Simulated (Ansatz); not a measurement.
Stress against strain in TiPbO3

```yaml
crystal:
  lattice:
    - [3.89920, 0.00000, 0.00000]
    - [0.00000, 3.89920, 0.00000]
    - [0.00000, 0.00000, 4.14990]
  atoms:
    - { symbol: Ti, position: [0.50000, 0.50000, 0.53820] }
    - { symbol: Pb, position: [0.00000, 0.00000, 0.00000] }
    - { symbol: O, position: [0.50000, 0.50000, 0.11300] }
    - { symbol: O, position: [0.50000, 0.00000, 0.61500] }
    - { symbol: O, position: [0.00000, 0.50000, 0.61500] }
```

Atom numbers follow the list: Ti1, Pb2, O3, O4, O5.

The cell comes from COD entry 2107521, which wasn't checked; take it as a given geometry.

Spin–orbit coupling is left out, though it moves levels of the heavy atoms by tenths of an eV or more.

These are results of DFT, PBE, all-electron LAPW, scalar-relativistic (Ansatz 0.2.0), not measurements.

The runs use a Γ-centred 9×9×8 k mesh, Fermi–Dirac smearing of 0.03 eV, basis error target 0.5 meV/atom, no spin polarisation.

The strain is applied along the Cartesian axes of the cell as listed (the other components stay zero). Fractional coordinates are held (clamped ions).

σ is the change of stress from the unstrained cell, which is at 5.24 GPa; tension is positive, so slopes are stress–strain coefficients at that pressure.

Only quantities that a quadratic follows smoothly over the whole series are listed; rougher ones are left out.

```
εxx = εyy  σzz (GPa)  σxx (GPa)
  -0.0300      -8.65     -14.96
  -0.0100      -2.65      -4.44
   0.0000       0.00       0.00
   0.0100       2.44       3.97
   0.0200       4.68       7.50
   0.0300       6.73      10.65
```

Task: Fit the series and read off the stiffness at zero strain.

Result: Least-squares fits y = p0 + p1 x + p2 x² to the rows give σzz (GPa): p1 = 256, p2 = -1100; σxx (GPa): p1 = 426, p2 = -2400. So C13 + C23 = 256 GPa and C11 + C12 = 426 GPa, for these axes.

Task: One run, at εxx = εyy = -0.0200, is withheld. Predict its row.

Result: The fits give -5.55, -9.48; the run gave -5.53, -9.41.
